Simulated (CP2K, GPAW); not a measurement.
Given: the input of a run of GPAW 26.7.0 (ASE script) on V. 

run.py

```python
from ase import Atoms
from ase.dft.bandgap import bandgap
from ase.io import write
from ase.units import GPa
from gpaw import GPAW, PW

atoms = Atoms(['V'],
              cell=[[2.62293114, 0.0, 0.0],
                    [-0.8743103798, 2.4729231943, 0.0],
                    [-0.8743103798, -1.2364615967, 2.1416143081]],
              scaled_positions=[[0.0, 0.0, 0.0]],
              pbc=True)
atoms.set_initial_magnetic_moments([2.0])

calc = GPAW(mode=PW(600),
            xc='PBE',
            kpts={'size': (12, 12, 12), 'gamma': True},
            occupations={'name': 'methfessel-paxton', 'order': 0, 'width': 0.02},
            nbands=15,
            convergence={'density': 1e-05, 'energy': 1e-05},
            maxiter=150,
            txt='gpaw.txt')
atoms.calc = calc
energy = atoms.get_potential_energy()
forces = atoms.get_forces()
stress = atoms.get_stress()
calc.write('gs.gpw')
write('result.traj', atoms)
print(f'Energy: {energy:.6f} eV')
print('Forces (eV/A):')
print(forces.round(4))
print('Stress (GPa):', (stress / GPa).round(3))
print('Moments:', calc.get_magnetic_moments().round(3))
print('Fermi level:', round(calc.get_fermi_level(), 4), 'eV')
print(f'Gap: {bandgap(calc)[0]:.4f} eV, direct: {bandgap(calc, direct=True)[0]:.4f} eV')
```

Potentials or basis: GPAW PAW data sets (gpaw-data 1.2.1), pw.

Run with:

```bash
$ OMP_NUM_THREADS=1 python run.py
```

Problem. Translate it to CP2K 2026.2. Potentials or basis there: POTENTIAL_UZH V GTH-PBE-q13; TZVP-MOLOPT-PBE-GTH basis.

Solution. As run (cutoffs and basis follow the program's own potentials, and thresholds, step limits or extra output files can differ):

File v_scf.inp:

```
&GLOBAL
  PROJECT v_scf
  RUN_TYPE ENERGY_FORCE
  PRINT_LEVEL LOW
&END GLOBAL
&FORCE_EVAL
  METHOD QS
  STRESS_TENSOR ANALYTICAL
  &DFT
    BASIS_SET_FILE_NAME BASIS_MOLOPT_UZH
    POTENTIAL_FILE_NAME POTENTIAL_UZH
    UKS T
    MULTIPLICITY 4
    &MGRID
      CUTOFF 450
      REL_CUTOFF 60
      NGRIDS 4
    &END MGRID
    &QS
      METHOD GPW
      EPS_DEFAULT 1.0E-10
    &END QS
    &KPOINTS
      SCHEME MONKHORST-PACK 12 12 12
      GAMMA_CENTERED T
      SYMMETRY T
      SYMMETRY_BACKEND SPGLIB
    &END KPOINTS
    &SCF
      SCF_GUESS ATOMIC
      EPS_SCF 1.0E-6
      MAX_SCF 150
      ADDED_MOS 11 14
      CHOLESKY OFF
      EPS_EIGVAL 1.0E-7
      &DIAGONALIZATION ON
        ALGORITHM STANDARD
      &END DIAGONALIZATION
      &MIXING ON
        METHOD BROYDEN_MIXING
        ALPHA 0.2
        BETA 1.5
        NBUFFER 10
      &END MIXING
      &SMEAR ON
        METHOD GAUSSIAN
        SIGMA [eV] 0.02
      &END SMEAR
    &END SCF
    &XC
      &XC_FUNCTIONAL PBE
      &END XC_FUNCTIONAL
    &END XC
    &PRINT
      &KPOINTS ON
      &END KPOINTS
      &MULLIKEN ON
      &END MULLIKEN
      &MO ON
        ENERGIES T
        OCCUPATION_NUMBERS T
        &EACH
          QS_SCF 0
        &END EACH
        ADD_LAST NUMERIC
      &END MO
      &LOWDIN ON
      &END LOWDIN
      &HIRSHFELD ON
        SHAPE_FUNCTION DENSITY
      &END HIRSHFELD
    &END PRINT
  &END DFT
  &SUBSYS
    &CELL
      A 2.6229311400 0.0000000000 0.0000000000
      B -0.8743103798 2.4729231943 0.0000000000
      C -0.8743103798 -1.2364615967 2.1416143081
      PERIODIC XYZ
    &END CELL
    &COORD
      SCALED
      V   0.0000000000 0.0000000000 0.0000000000
    &END COORD
    &KIND V
      BASIS_SET TZVP-MOLOPT-PBE-GTH-q13
      POTENTIAL GTH-PBE-q13
      MAGNETIZATION 2.0
    &END KIND
    &PRINT
      &ATOMIC_COORDINATES ON
      &END ATOMIC_COORDINATES
      &CELL ON
      &END CELL
    &END PRINT
  &END SUBSYS
  &PRINT
    &FORCES ON
    &END FORCES
    &STRESS_TENSOR ON
    &END STRESS_TENSOR
  &END PRINT
&END FORCE_EVAL
```

Potentials or basis: POTENTIAL_UZH V GTH-PBE-q13; TZVP-MOLOPT-PBE-GTH basis.

Command:

```sh
$ OMP_NUM_THREADS=1 cp2k.psmp -i v_scf.inp -o v_scf.out
```

Both were run:

|  | GPAW | CP2K |
| --- | --- | --- |
| Pressure | -4.2 GPa | -4.3 GPa |
| Net moment | 0.11 μB per cell | 0.00 μB per cell |

The magnetic state is the one that the start led to; the real crystal's order can differ.

Pressure is positive in compression.
